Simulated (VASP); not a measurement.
Wanted: the native input for a VASP 6.6.1 run.

| Property | Result |
| --- | --- |
| Task | relaxation of cell and atoms |
| Functional | PBE |
| Potentials or basis | VASP PAW PBE potentials, release 64 (Zr_sv, Si, O) |
| Cutoff | 600 eV |
| k mesh | 6 × 6 × 6 |
| Occupations | gaussian, width 0.03 eV |
| Spin | no spin polarisation |
| Further INCAR settings | ALGO = Normal; EDIFF = 1e-07; IBRION = 2; EDIFFG = -0.005; NSW = 90; ISIF = 3 |

The structure of ZrSiO4 (Zircon) lies in POSCAR:

```
ZrSiO4                                  
1.0
   -3.3368868622      3.3368868622      3.0137615466
    3.3368868622     -3.3368868622      3.0137615466
    3.3368868622      3.3368868622     -3.0137615466
  Zr              Si              O             
     2     2     8
Direct
     0.7500000000000000    0.2500000000000000    0.5000000000000000
     1.0000000000000000    0.0000000000000000    0.0000000000000000
     0.2500000000000000    0.7500000000000000    0.5000000000000000
     0.5000000000000000    0.5000000000000000    0.0000000000000000
     0.1358290224789355    0.3198303120007858    0.8159987104781498
     0.0698303120007858    0.7538316015226290    0.6840012895218502
     0.5038316015226290    0.3198303120007858    0.1840012895218503
     0.0698303120007858    0.3858290224789356    0.3159987104781497
     0.6141709775210644    0.9301696879992141    0.6840012895218502
     0.6801696879992141    0.8641709775210644    0.1840012895218503
     0.2461683984773710    0.9301696879992141    0.3159987104781497
     0.6801696879992141    0.4961683984773710    0.8159987104781498
```

One way to write it, as run:

INCAR

```
SYSTEM = ZrSiO4
ALGO = Normal ; EDIFF = 1E-7
EDIFFG = -0.005 ; ENCUT = 600
GGA = PE ; IBRION = 2
ISIF = 3 ; ISMEAR = 0
KPAR = 4 ; LASPH = .TRUE.
LCHARG = .FALSE. ; LREAL = .FALSE.
LWAVE = .FALSE. ; NELM = 80
NSW = 90 ; PREC = Accurate
SIGMA = 0.03
```

KPOINTS

```
k-points
0
G
  6 6 6
  0 0 0
```

Potentials or basis: VASP PAW PBE potentials, release 64 (Zr_sv, Si, O).

Command:

```sh
$ cat potpaw_PBE.64/Zr_sv/POTCAR potpaw_PBE.64/Si/POTCAR potpaw_PBE.64/O/POTCAR > POTCAR
$ mpirun -np 4 vasp_std > vasp.out
```

Results of the run:

* Energy gained by relaxing: 0.0 meV/atom
* Ionic steps: 3
* Pressure after relaxing: 0.0 GPa
* Largest force after relaxing: 0.004 eV/Å
* Band gap on the k mesh: 4.61 eV, indirect (least direct gap 4.82 eV)

It took 85 s on 4 MPI ranks on Intel(R) Xeon(R) 6975P-C (Granite Rapids), on a shared host, peak memory 0.46 GiB a rank.
